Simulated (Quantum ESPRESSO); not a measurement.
## Cr: equation of state with PBEsol

Cr:

```
CELL_PARAMETERS angstrom
-1.48445 1.48445 1.48445
1.48445 -1.48445 1.48445
1.48445 1.48445 -1.48445
ATOMIC_POSITIONS crystal
Cr 0.00000 0.00000 0.00000
```

```yaml
Program: Quantum ESPRESSO 7.5
Task: equation of state
Functional: PBEsol
Potentials_or_basis: GBRV 1.5 PBEsol
Cutoff: 612 eV
Density_cutoff: 4898 eV
k_mesh: 12 × 12 × 12
Occupations: fermi-dirac, width 0.05 eV
Spin: collinear spin, ferromagnetic start
Starting_moments: "[3.0] μB"
```

```yaml
Equilibrium_volume: "11.14 Å³/atom (rough: see the caveat)"
Bulk_modulus: 286 GPa (rough)
```

Energy against volume, from the lowest point:
```csv
volume (Å³/atom),energy (meV/atom)
12.299,0.00
12.561,40.17
12.823,85.81
13.084,136.26
13.346,190.94
13.608,249.31
13.870,310.90
```

All runs of the series together: 96 s on 2 threads of Arm Neoverse V2 (shared host).

Caveat: the minimum lies outside the volumes run.
